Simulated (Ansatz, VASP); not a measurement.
## ZnS: VASP beside Ansatz

```xyz
4
Lattice="3.7822 0.0000 0.0000 -1.8911 3.2755 0.0000 0.0000 0.0000 6.2081" Properties=species:S:1:pos:R:3 pbc="T T T"
Zn    0.0000    2.1837    0.0027
Zn    1.8911    1.0918    3.1067
S     0.0000    2.1837    2.3254
S     1.8911    1.0918    5.4295
```

Alike in both runs: functional PBEsol; k mesh 12 × 12 × 6; occupations gaussian, width 0.02 eV; no spin polarisation.

Ansatz relaxed the structure, and its values are those at the end. VASP's run is a single point on that final structure, the one shown.

|  | VASP | Ansatz |
| --- | --- | --- |
| version | VASP 6.6.1 | Ansatz 0.2.0 |
| potentials or method | VASP PAW PBE potentials, release 64 (Zn, S) | scalar-relativistic, plane waves, PAW |
| plane-wave cutoff (eV) | 520 | 420 |
| valence electrons in the cell | 36 | 36 |

Ansatz gave:

```
gap on the k mesh at the Fermi level (eV) : 2.15
least direct gap on the mesh (eV)         : 2.15
pressure (GPa)                            : 0.0
```

Question: What did VASP give for the same quantities?

Answer: gap on the k mesh at the Fermi level (eV): 2.16; least direct gap on the mesh (eV): 2.16; pressure (GPa): 0.2.

Ansatz warned: «pseudo_functional_mismatch».

Caveats: the PAW data sets were made with another functional, which shifts forces and pressure a little (VASP). A k mesh can miss the band edges.
